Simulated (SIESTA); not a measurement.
Runs of SIESTA 5.4.2 on BaH2. It takes space group P6_3/mmc (No. 194, hexagonal). The conventional cell has a = 4.462 Å, b = 4.462 Å, c = 6.055 Å, α = 90.00°, β = 90.00°, γ = 120.00°. Ba (site symmetry -6m2) is surrounded by 3 H at 2.58 Å. Around H (site symmetry -3m) lie 6 Ba at 2.99 Å and 8 H at 2.99 to 3.03 Å. Around H (site symmetry -6m2) lie 3 Ba at 2.58 Å. The cell comes from a database or a generator and needn't be the stable form of this composition.

```tsv
task	level	potentials or basis	k mesh	gap on the mesh (eV)	pressure (GPa)
band structure	PBEsol	PseudoDojo 0.4 standard (PBEsol files), DZP (energy shift 0.003 Ry; two zetas on semicore shells; d shell added on Ba)	7 × 7 × 5	(a)	-1.3
band structure	vdW-DF-cx	PseudoDojo 0.4 standard (PBE files), DZP (energy shift 0.003 Ry; two zetas on semicore shells; d shell added on Ba)	7 × 7 × 5	1.75	(c)
band structure	BLYP	PseudoDojo 0.4 standard (PBE files), DZP (energy shift 0.003 Ry; two zetas on semicore shells; d shell added on Ba)	7 × 7 × 5	2.06	2.2
band structure	LDA	PseudoDojo 0.4 standard (LDA files), DZP (energy shift 0.003 Ry; two zetas on semicore shells; d shell added on Ba)	7 × 7 × 5	1.48	(b)
band structure	AM05	PseudoDojo 0.4 standard (PBEsol files), DZP (energy shift 0.003 Ry; two zetas on semicore shells; d shell added on Ba)	7 × 7 × 5	1.62	-0.6
```

Alike in all rows: no spin polarisation; cell as given; smearing fermi-dirac 0.05 eV; grid cutoff 500 Ry; energy shift 0.003 Ry.

Fill in the values left out.

(a) 1.59; (b) -2.5; (c) -0.8.

Caveats: this set's barium file shifts pressures by up to 1 GPa against other sets; spin-orbit coupling is left out, which moves the levels of the heavy elements; the mesh misses the band edges, which the band path finds closer together; the basis of atomic orbitals isn't converged, which shifts pressures, moduli and gaps; the potentials were made for another functional, which shifts forces and pressure (some runs).

A k mesh can miss the band edges, and the runs leave out spin-orbit coupling on Ba.
